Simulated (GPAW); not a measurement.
# Magnetic state of 1 ML Ni on Pt(111), fcc site, 3 substrate layers from several starts

A self-consistent run ends on one state, which hangs on the start. Several orders of 1 ML Ni on Pt(111), fcc site, 3 substrate layers are started in GPAW and their energies compared.

Method: PBE; plane waves with GPAW's PAW setups, scalar-relativistic, in GPAW 26.7.0.

## 1. Starting point

The cell holds 4 atoms: 3 Pt and 1 Ni. Cell: a = 2.773 Å, b = 2.773 Å, c = 20.611 Å, α = 90.0°, β = 90.0°, γ = 120.0°. pseudomorphic film on the substrate's lattice, hard-sphere layer spacings, unrelaxed, 14 A of vacuum. Vacuum lies along c.

Coordinates:

```cif
data_structure
_symmetry_space_group_name_H-M 'P 1'
_symmetry_Int_Tables_number 1
_cell_length_a 2.7731
_cell_length_b 2.7731
_cell_length_c 20.6107
_cell_angle_alpha 90.000
_cell_angle_beta 90.000
_cell_angle_gamma 120.000
_cell_volume 137.27
loop_
_atom_site_label
_atom_site_type_symbol
_atom_site_fract_x
_atom_site_fract_y
_atom_site_fract_z
_atom_site_occupancy
Pt1 Pt 0.00000 0.00000 0.33963 1
Pt2 Pt 0.66667 0.33333 0.44949 1
Pt3 Pt 0.33333 0.66667 0.55935 1
Ni4 Ni 0.00000 0.00000 0.66037 1
```

## 2. Run 1 (ferro +)

The parallel start comes first: it fits the smallest cell, keeps the most symmetry and shows whether parallel moments form.

order1.py reads:

```python
import json
import numpy as np
from ase import Atoms
from ase.parallel import paropen, parprint
from gpaw import GPAW

atoms = Atoms(['Pt', 'Pt', 'Pt', 'Ni'],
    cell=[[2.773131, 0.0, 0.0],
         [-1.386566, 2.401602, 0.0],
         [0.0, 0.0, 20.610674]],
    scaled_positions=[[0.0, 0.0, 0.33963],
         [0.666667, 0.333333, 0.449488],
         [0.333333, 0.666667, 0.559346],
         [0.0, 0.0, 0.66037]],
    pbc=True,
    magmoms=[0.0, 0.0, 0.0, 1.0])
atoms.calc = GPAW(mode={'name': 'pw', 'ecut': 500},
    xc='PBE',
    kpts={'size': (14, 14, 1), 'gamma': True},
    occupations={'name': 'fermi-dirac', 'width': 0.05},
    convergence={'density': 1e-05, 'energy': 1e-05},
    maxiter=250,
    symmetry={'tolerance': 1e-4},
    txt='order1.txt')
e = atoms.get_potential_energy(force_consistent=True)
res = {'free_energy': e, 'energy_sigma0': atoms.get_potential_energy(), 'fermi_energy': atoms.calc.get_fermi_level()}
res['moments'] = atoms.get_magnetic_moments().tolist()
res['total'] = atoms.get_magnetic_moment()
parprint('site moments (muB):', np.round(res['moments'], 3))
parprint(f"total moment: {res['total']:.3f} muB")
parprint(f'free energy: {e:.6f} eV')
atoms.calc.write('order1.gpw')
with paropen('results.json', 'w') as f:
    json.dump(res, f)
```

On the command line:

```sh
OMP_NUM_THREADS=1 mpirun -n 4 gpaw python order1.py > order1.log
```

Numbers of over 12 decimals in the logs are rounded to 6 here.

Output:

```text
site moments (muB): [0.09  0.16  0.26  0.894]
total moment: 1.337 muB
free energy: -25.055021 eV

--- order1.txt ---
Input parameters:
  mode=PW(ecut=500),
  convergence={'density': 1e-05, 'energy': 1e-05},
  kpts=MonkhorstPack(size=(14, 14, 1), gamma=True),
  maxiter=250,
  occupations=Occupations(name='fermi-dirac', width=0.05),
  symmetry=Symmetry(tolerance=0.0001),
  xc=XC(name='PBE')

Diagonalizing LCAO Hamiltonian
Converting LCAO to pw mode

       Ni

        Pt

           Pt

       Pt

Atoms  # Å, Bohr magnetons
|   | symbol |         x |        y |         z |    initial magnetic moments |
|---|--------|-----------|----------|-----------|-----------------------------|
| 0 |     Pt |  0.000000 | 0.000000 |  7.000003 | ( 0.0000,  0.0000,  0.0000) |
| 1 |     Pt |  1.386567 | 0.800533 |  9.264251 | ( 0.0000,  0.0000,  0.0000) |
| 2 |     Pt | -0.000002 | 1.601069 | 11.528498 | ( 0.0000,  0.0000,  0.0000) |
| 3 |     Ni |  0.000000 | 0.000000 | 13.610671 | ( 0.0000,  0.0000,  1.0000) |

Unit cell  # Å
| periodic |         x |        y |         z |   lengths |     angles |
|----------|-----------|----------|-----------|-----------|------------|
|      yes |  2.773131 | 0.000000 |  0.000000 |  2.773131 |  90.000000 |
|      yes | -1.386566 | 2.401602 |  0.000000 |  2.773131 |  90.000000 |
|      yes |  0.000000 | 0.000000 | 20.610674 | 20.610674 | 120.000008 |

Number of symmetries: 6

BZ-sampling:
  Number of BZ points: 196
  Number of IBZ points: 24

  Monkhorst-Pack size: [14, 14, 1]
  Monkhorst-Pack shift: [0.035714, 0.035714, 0.0]

K-points  # in reciprocal-cell coordinates
|     |                                coordinates |     weight |
|-----|--------------------------------------------|------------|
|   0 | (  0.00000000,   0.00000000,   0.00000000) | 0.00510204 |
|   1 | (  0.07142857,   0.00000000,   0.00000000) | 0.03061224 |
|   2 | (  0.14285714,  -0.07142857,   0.00000000) | 0.03061224 |
|   3 | (  0.14285714,   0.00000000,   0.00000000) | 0.03061224 |
|   4 | (  0.21428571,  -0.07142857,   0.00000000) | 0.06122449 |
|   5 | (  0.21428571,   0.00000000,   0.00000000) | 0.03061224 |
|   6 | (  0.28571429,  -0.14285714,   0.00000000) | 0.03061224 |
|   7 | (  0.28571429,  -0.07142857,   0.00000000) | 0.06122449 |
|   8 | (  0.28571429,   0.00000000,   0.00000000) | 0.03061224 |
|   9 | (  0.35714286,  -0.14285714,   0.00000000) | 0.06122449 |
| ... |                                            |            |
|  23 | (  0.50000000,   0.50000000,   0.00000000) | 0.01530612 |

Plane wave coefficients: 3521
Cutoff: 500.0 eV

Spin-components: 2 (collinear spins)
Bands:           43
Projectors:      24
Spin-degeneracy: 1
Datatype:        complex128

Parallelization:
  kpt:    4
  domain: 1
  band:   1

Density:
  Valence electrons: 64.0
  Components: 2
  Grid points: [ 15  15 108]
  Charge: 0.0  # |e|

Potential:
  Grid points: [ 15  15 108]

species:
  Pt:
    name:    Platinum
    Z:       78.0
    valence: 16
    core:    62
    charge:  0.0  # [|e|]
    compensation charges:
      type: gauss
      rc: 0.41  # [Å]
      lmax: 2
    cutoffs:
      filter: 2.26  # [Å]
      core: 2.26  # [Å]
    projectors
    | kind |    occ | energy [eV] | rcut [Å] |
    |------|--------|-------------|----------|
    |   6s |  1.000 |      -5.628 |    1.307 |
    |   5p |  6.000 |     -56.051 |    1.371 |
    |   6p |  0.000 |      -0.845 |    1.371 |
    |   5d |  9.000 |      -6.153 |    1.307 |
    |    s |        |      21.583 |    1.307 |
    |    d |        |      21.058 |    1.307 |

    Using partial waves for Pt as LCAO basis

  Ni:
    name:    Nickel
    Z:       28.0
    valence: 16
    core:    12
    charge:  0.0  # [|e|]
    compensation charges:
      type: gauss
      rc: 0.36  # [Å]
      lmax: 2
    cutoffs:
      filter: 2.14  # [Å]
      core: 1.98  # [Å]
    projectors
    | kind |    occ | energy [eV] | rcut [Å] |
    |------|--------|-------------|----------|
    |   4s |  2.000 |      -5.642 |    1.164 |
    |   3p |  6.000 |     -71.394 |    1.207 |
    |   4p |  0.000 |      -1.226 |    1.207 |
    |   3d |  8.000 |      -8.875 |    1.138 |
    |    s |        |      21.570 |    1.164 |
    |    d |        |      18.337 |    1.138 |

    Using partial waves for Ni as LCAO basis

Reference energy: -1542494.086750  # eV

eigensolver:
  PPCG
  Converge bands: occupied
  niter=2

density mixing:
  MSR1-Mixer
  Pratt-step length: 0.05
  Maximum mixing coefficient: 0.75
  Old densities: 10
  SVD Regularization: 0.005
  Good broyden scale: 1.0
  Trust region scale: 1.0
  Backstep threshold: 4.0
  History deletion threshold: 6.0
  Fourier metric: weight=20.0, sigma=0.015

occupation numbers:
  Fermi-Dirac:
    width: 0.0500  # eV

poisson solver:
  ecut: 4000.0  # eV

xc functional:
  name: PBE with 2 nearest neighbor stencil

convergence criteria:
- Maximum integral of absolute [dens]ity change: 1e-05 electrons / valence electron
- Maximum [total energy] change in last 3 cyles: 1e-05 eV / valence electron
- Maximum integral of absolute [eigenst]ate change: 4e-08 eV^2 / valence electron
maximum number of iterations: 250

SCF iterations
|iter     |      energy | eigst |  dens |  magmom |
|---------|-------------|-------|-------|---------|
|iter:   1|       0s |  -31.658500 | +0.31 |       |  +1.0004|
|iter:   2|       3s |  -32.070475 | -0.86 | -0.96 |  +0.9519|
|iter:   3|       6s |  -27.539064 | -1.45 | -0.91 |  +0.9807|
|iter:   4|       9s | -111.326183 | +0.38 | -1.05 |  +0.7474|
|iter:   5|      12s |  -25.322138 | +0.16 | -0.52 |  +0.8664|
|iter:   6|      15s |  -26.546733 | -1.10 | -1.34 |  +0.8929|
|iter:   7|      18s |  -25.476710 | -1.50 | -1.14 |  +0.7931|
|iter:   8|      21s |  -25.095946 | -2.52 | -1.29 |  +0.8101|
|iter:   9|      24s |  -25.806439 | -2.42 | -1.64 |  +0.7758|
|iter:  10|      27s |  -25.030039 | -2.48 | -1.19 |  +0.8044|
[... 15 iterations left out ...]
|iter:  26|      75s |  -25.021474 | -4.74 | -2.97 |  +1.3174|
|iter:  27|      78s |  -25.021498 | -5.77 | -3.70 |  +1.3286|
|iter:  28|      81s |  -25.021552c| -6.32 | -3.67 |  +1.3334|
|iter:  29|      84s |  -25.021516c| -6.98 | -3.65 |  +1.3349|
|iter:  30|      87s |  -25.021523c| -7.39 | -3.80 |  +1.3356|
|iter:  31|      90s |  -25.021517c| -7.84c| -4.32 |  +1.3362|
|iter:  32|      91s |  -25.021513c| -7.50c| -4.93 |  +1.3364|
|iter:  33|      94s |  -25.021507c| -7.69c| -4.99 |  +1.3368|
|iter:  34|      96s |  -25.021509c| -8.01c| -4.97 |  +1.3369|
|iter:  35|      97s |  -25.021505c| -8.13c| -5.18c|  +1.3371|

Converged in 35 steps
Energy contributions relative to reference atoms: (reference = -1542494.086750)

Energy contributions:
  Kinetic:         -17.633282
  Coulomb:          12.687770
  Zero:             -1.506761
  External:          0.000000
  Xc:              -18.535717
  Entropy:          -0.067031
  Spinorbit:         0.000000
  ----------------------------
  Free energy:     -25.055021
  Extrapolated:    -25.021505

dipole moment: (-7.522818, -13.034497, 0.052635)  # |e|*Ang

Total magnetic moment: (0.000000, 0.000000, 1.337057)

Local magnetic moments
|        x |        y |        z |
|----------|----------|----------|
| 0.000000 | 0.000000 | 0.090340 |  # Pt   0
| 0.000000 | 0.000000 | 0.160071 |  # Pt   1
| 0.000000 | 0.000000 | 0.260441 |  # Pt   2
| 0.000000 | 0.000000 | 0.893525 |  # Ni   3

Fermi level: 1.556
Eigenvalues  # (at kpt = [0.000, 0.000, 0.000])
| band index |      eig [eV] | occ [0-1] |      eig [eV] | occ [0-1] |
|------------|---------------|-----------|---------------|-----------|
|          0 |       -62.190 |     1.000 |       -61.110 |     1.000 |
|        ... |               |           |               |           |
|         27 |         0.060 |     1.000 |         0.360 |     1.000 |
|         28 |         0.060 |     1.000 |         0.360 |     1.000 |
|         29 |         0.262 |     1.000 |         0.829 |     1.000 |
|         30 |         0.262 |     1.000 |         0.829 |     1.000 |
|         31 |         0.748 |     1.000 |         1.296 |     0.994 |
|         32 |         0.748 |     1.000 |         1.296 |     0.994 |
|         33 |         1.208 |     0.999 |         1.304 |     0.994 |
|         34 |         1.411 |     0.948 |         1.729 |     0.030 |
|         35 |         1.411 |     0.948 |         1.729 |     0.030 |
|         36 |         2.258 |     0.000 |         2.254 |     0.000 |
|         37 |         6.486 |     0.000 |         6.465 |     0.000 |
|         38 |         6.887 |     0.000 |         6.901 |     0.000 |
|         39 |         8.297 |     0.000 |         8.304 |     0.000 |
|         40 |         9.203 |     0.000 |         9.240 |     0.000 |
|         41 |        11.464 |     0.000 |        11.489 |     0.000 |
|         42 |        11.798 |     0.000 |        11.814 |     0.000 |

No gap
No difference between direct/indirect transitions
```

Wall time 1.7 min (4 MPI ranks of Arm Neoverse V1, shared host); peak memory 1 GiB.

Spin moment in the augmentation sphere by atom:

```tsv
atom	spin moment in the augmentation sphere (μB)
Pt1	0.090
Pt2	0.160
Pt3	0.260
Ni4	0.894
```

Numbers from this step:

```yaml
magnetization: 1.337 μB
final_state: ferromagnetic
```

After 35 cycles the largest moment stands at 0.894 μB.

[end of part 1 of 2]

[Logs and program files are shortened in this print: banners, set-up blocks, solver, clock and traceback lines can be left out without a mark of their own.]

[Logs are printed without paths, hosts, clocks, repeated set-up lines and the standing remarks that a program may print on its own settings, such as how far it seeks lower states.]

[Hosts, paths, dates, database ids (printed as entryN), source tags and the programs' standing remarks are cut or masked in the printed files.]

[Where a cell is said to come from a database of computed structures, the database is the Materials Project.]
